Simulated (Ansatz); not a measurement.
An Ansatz input:

```yaml
crystal:
  lattice:
    - [1.709833454, 0.0, 0.0]
    - [-0.854916727, 1.4807592074, 0.0]
    - [0.0, 0.0, 14.3370503335]
  atoms:
    - { symbol: B, position: [0.0, 0.0, 0.0] }
    - { symbol: B, position: [0.0, 0.0, 0.5] }
    - { symbol: B, position: [0.3333333333, 0.6666666667, 0.25] }
    - { symbol: B, position: [0.6666666667, 0.3333333333, 0.75] }
hamiltonian:
  xc: pbesol
  pseudopotentials:
    kind: paw
    azcp:
      B: "pseudopotentials/B.paw.azcp"
basis:
  ecutwfc: 420
  fft_grid_basis: typed
kpoints:
  mp_grid: { grid: [28, 28, 3], shift: [0, 0, 0] }
magnetization:
  spin_polarized: false
scf:
  occupations: { method: fermi_dirac, width: 0.1 }
output:
  write_density: true
  write_potential: true
  elf: true
  volumetric_format: npy
```

Terminal output

```
Warning: the record states the generating functional pbe (its physics header spells it `PBE`), which answers neither for hamiltonian.xc's functional nor for the pbesol family's — results may be inconsistent (PPs are generated against a specific XC)
Engine: ansatz 0.2.0, aarch64-unknown-linux-gnu
Pseudopotentials: kind: paw
Pseudopotential: B, paw, valence charge 3, recommended cutoff 420 eV (normal) 
Functional definition: PBEsol
  exchange = pbesol_x
  correlation = pbesol_c
Crystal: 4 atoms, lattice volume = 36.299 Å³
Basis set: ecut = 420 eV, 689 PW (Γ)
Bands: 10, of which v1, the nominal top of the filled ones, is band 6 counted from 1 (5 counted from 0)
Symmetry: 24 space group operations
Space group: P63/mmc (ITA 194), of the structure as read, at distance tolerance 3.3e-5 Å
k-points: 160 of 2352
Non-local potential: B, projectors of the file, l = 0: 2, l = 1: 2, l = 2: 1
PAW form: soft (Blöchl's): semilocal exchange-correlation on the pseudo side does not see the compensation charge
PAW frozen core: B, regenerated for the run's functional, and the local potential with it (the file was generated under x = pbe(κ = 0.804, μ = 0.2195149727645171), c = pbe(β = 0.06672455060314922))
PAW one-centre angular grid: B, 110 points (default); XC on 64 Gauss nodes
Initial density: superposition of atomic densities (neutral atoms: chi_scale 0, normalization atom), corrected by the library's trained network
Initial wavefunctions: pseudopotential atomic-orbital guess
Functional: x = pbesol(κ = 0.804, μ = 0.12345679012345678), c = pbesol(β = 0.046)
SCF iter   1: F=—  HF=-607.840760 eV  |F-HF|=—  |Δ(HF+E_count)|=         —  Δρ=1.95e-2  dr2=2.31e-1  ethr=1.77e-3  ⟨swp⟩=5.6  Hψ=10340  notcnv=0
SCF iter   2: F=—  HF=-607.782845 eV  |F-HF|=—  |Δ(HF+E_count)|=   5.79e-2  Δρ=1.16e-2  dr2=9.62e-2  ethr=1.77e-3  ⟨swp⟩=1.0  Hψ=2883  notcnv=0
SCF iter   3: F=—  HF=-607.744907 eV  |F-HF|=—  |Δ(HF+E_count)|=   3.79e-2  Δρ=2.39e-3  dr2=2.30e-3  ethr=8.02e-4  ⟨swp⟩=2.6  Hψ=3019  notcnv=0  defer=3
SCF iter   4: F=—  HF=-607.745933 eV  |F-HF|=—  |Δ(HF+E_count)|=   1.03e-3  Δρ=4.07e-4  dr2=1.08e-4  ethr=1.92e-5  ⟨swp⟩=1.8  Hψ=2010  notcnv=0  defer=3
SCF iter   5: F=—  HF=-607.745948 eV  |F-HF|=—  |Δ(HF+E_count)|=   1.52e-5  Δρ=7.23e-5  dr2=1.25e-6  ethr=9.02e-7  ⟨swp⟩=2.1  Hψ=2497  notcnv=0  defer=3
SCF iter   6: F=—  HF=-607.745951 eV  |F-HF|=—  |Δ(HF+E_count)|=   2.96e-6  Δρ=7.45e-6  dr2=8.64e-9  ethr=8.33e-10  ⟨swp⟩=5.1  Hψ=7111  notcnv=0
SCF iter   7: F=-607.745951 eV  HF=-607.745951 eV  |F-HF|=8.30e-11  |Δ(HF+E_count)|=   4.39e-8  Δρ=3.90e-7  dr2=2.54e-11  ethr=7.20e-11  ⟨swp⟩=1.0  Hψ=4838  notcnv=0
SCF 1 converged in 7 iterations: F = -607.745951 eV  dr2 = 2.54e-11
SCF converged after 7 iterations
Free energy (F): -607.745951 eV
Harris-Foulkes:  -607.745951 eV  (|F-HF|=8.30e-11)
Internal energy: -607.715698 eV  (E = F + TS)
E sigma→0 (E₀):  -607.730825 eV
Entropy (-TS):   -0.030253 eV (-7.563 meV/atom)
Fermi energy:    7.917635 eV
--- Per-component energies (eV) ---
  E_band       = -9.961559
  E_kinetic    = 203.773360
  E_local      = -246.150843  (includes V_loc(G=0)·N_el)
  E_nonlocal   = 42.407219
  E_hartree    = 76.636551
  E_xc         = -127.906254
  E_vxc        = -152.279383  (∫ρ·V_xc dr)
  E_paw        = -302.072226  (= ΣΔE_a)
  E_vpaw       = -10.984953  (= ΣTr[D̂ρ^β])
  E_aug_tail   = -0.000013  (compensation charges beyond the density's cutoff)
  E_ewald      = -254.462335
  E_core_change = 0.058844  (= ΣΔE_core)
  E_smearing   = -0.030253  (= −TS)
  E_closure    = 0.000000  (closes the sum)
  Σ components = -607.745951   (vs F -607.745951, Δ=0.00e0)
--- Band table (eV; the first three rows and the last of 160) ---
  k-point 0: bands = ["-9.3273", "-9.1528", "-9.1528", "-8.9597", "-0.8648", "0.0682", "0.0684", "1.2364", "10.1356", "12.8679"]
  k-point 1: bands = ["-9.3048", "-9.2421", "-9.0589", "-8.9868", "-0.7480", "-0.4174", "0.6094", "1.0570", "10.4890", "11.4599"]
  k-point 2: bands = ["-9.2684", "-9.0948", "-9.0948", "-8.9029", "-0.7802", "0.1519", "0.1521", "1.3195", "10.2072", "12.9400"]
  k-point 159: bands = ["3.6805", "3.6907", "3.7193", "3.7296", "5.2688", "5.2761", "5.2958", "5.3031", "16.2623", "16.3064"]
```
